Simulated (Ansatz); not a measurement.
**Ru: a tetragonal deformation path and further scans**

An exercise on one series of results from a longer session: the logs are not shown, and one member is left open.

Method: DFT PBEsol, scalar-relativistic, plane waves, PAW, in Ansatz 0.2.0.

### Starting point

Symmetry: Fm-3m, No. 225, cubic system. The conventional cell has a = 3.830 Å, b = 3.830 Å, c = 3.830 Å, α = 90.00°, β = 90.00°, γ = 90.00°. Around Ru (site symmetry m-3m) lie 12 Ru at 2.71 Å.

Coordinates:

```
Ru
1.0
     0.00000    1.91500    1.91500
     1.91500    0.00000    1.91500
     1.91500    1.91500    0.00000
Ru
1
Direct
  0.00000 0.00000 0.00000
```

No relaxation comes first: the listed cell is the starting point.

Set-up of the first run:

Input file input.yaml:

```yaml
crystal:
  lattice:
    - [0.0, 1.915, 1.915]
    - [1.915, 0.0, 1.915]
    - [1.915, 1.915, 0.0]
  atoms:
    - { symbol: Ru, position: [0.0, 0.0, 0.0] }
basis:
  ecutwfc: 420
kpoints:
  mp_grid: { grid: [24, 24, 24] }
hamiltonian:
  xc: pbesol
scf:
  occupations: { method: gaussian, width: 0.15 }
output:
  forces: true
  stress: true
  eigenvalues: true
```

Among the steps run: The reference: the undisturbed cell on the scan's mesh; At ρ = 0.707; ρ = 1.414; Point ρ = 0.850; At ρ = 1.200; Point ρ = 0.780; Point ρ = 1.300; ρ = 0.920.

One of the session's tables, all rows but one given; the rest of the session is left out.

Collected from the runs (energy zero: the undisturbed cell):

| ρ | ΔE (meV/atom) | pressure (GPa) |
| --- | --- | --- |
| 0.707 | 511.6 | -6.3 |
| 0.780 | 389.5 | -8.1 |
| 0.850 | 186.4 | -11.4 |
| 0.920 | 48.9 | -13.8 |
| 1.000 | 0.0 | -14.6 |
| 1.200 | ? | ? |
| 1.300 | 519.6 | -2.2 |
| 1.414 | 854.1 | 7.9 |

**Question.** Estimate the row for ρ = 1.200.

Worked estimate for «ΔE (meV/atom)». A straight line through the neighbours (1.000, 0.0) and (1.300, 519.6) gives 0.0 + (519.6 − 0.0) × (1.200 − 1.000) / (1.300 − 1.000) = 346.4; a parabola fitted to 4 rows on both sides gives 259.6.

The run gave: ΔE (meV/atom): 254.0; pressure (GPa): -9.0. In «ΔE (meV/atom)» the line misses by +92.4 and the parabola by +5.6.
